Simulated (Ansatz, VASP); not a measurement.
## One calculation of Si2Mo, two programs

```
Si Mo
1.0
    -1.55497    1.55497    3.83274
     1.55497   -1.55497    3.83274
     1.55497    1.55497   -3.83274
Si Mo
2 1
Cartesian
  0.0000 0.0000 2.5589
  0.0000 0.0000 5.1066
  0.0000 0.0000 0.0000
```

Alike in both runs: functional PBE; k mesh 18 × 18 × 18; occupations gaussian, width 0.1 eV; no spin polarisation.

Ansatz relaxed the structure, and its values are those at the end. VASP's run is a single point on that final structure, the one shown.

|  | VASP | Ansatz |
| --- | --- | --- |
| version | VASP 6.6.1 | Ansatz 0.2.0 |
| potentials or method | VASP PAW PBE potentials, release 64 (Si, Mo_sv) | scalar-relativistic, plane waves, PAW |
| plane-wave cutoff (eV) | 520 | 420 |
| valence electrons in the cell | 22 | 22 |

Ansatz gave:

```
gap on the k mesh at the Fermi level (eV) : none
pressure (GPa)                            : 23.7
rms of the force components (eV/Å)        : 0.004
```

Question: Which values does VASP return?

Answer: gap on the k mesh at the Fermi level (eV): none; pressure (GPa): 23.9; rms of the force components (eV/Å): 0.007.

A gap of «none» marks a metal or a gap that the smearing closes. With one functional, cell and mesh, what is left measures potentials, basis and numerics.

Caveats: so large a pressure means that the cell lies far from this level's equilibrium, or that cutoff or potentials fall short (VASP).
